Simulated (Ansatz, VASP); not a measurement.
# Ta in VASP and in Ansatz

```xyz
1
Lattice="0.0000 1.9999 1.9999 1.9999 0.0000 1.9999 1.9999 1.9999 0.0000" Properties=species:S:1:pos:R:3 pbc="T T T"
Ta    0.0000    0.0000    0.0000
```

Change from the starting cell: volume scaled by 0.9, LAPW.

Alike in both runs: task single point; functional LDA; k mesh 16 × 16 × 16; occupations fermi-dirac, width 0.1 eV; no spin polarisation.

```csv
,VASP,Ansatz
version,VASP 6.6.1,Ansatz 0.2.0
potentials or method,"VASP PAW LDA potentials, release 64 (Ta_pv), cutoff 520 eV","all-electron LAPW, scalar-relativistic"
```

|  | VASP | Ansatz | Ansatz less VASP |
| --- | --- | --- | --- |
| pressure (GPa) | 28.1 | 26.5 | -1.60 |

Ansatz ran all-electron here, so the differences hold the error of VASP's frozen core and of both bases.

Caveats: so large a pressure means that the cell lies far from this level's equilibrium, or that cutoff or potentials fall short (VASP). Spin-orbit coupling is left out, which matters for the levels of Ta.
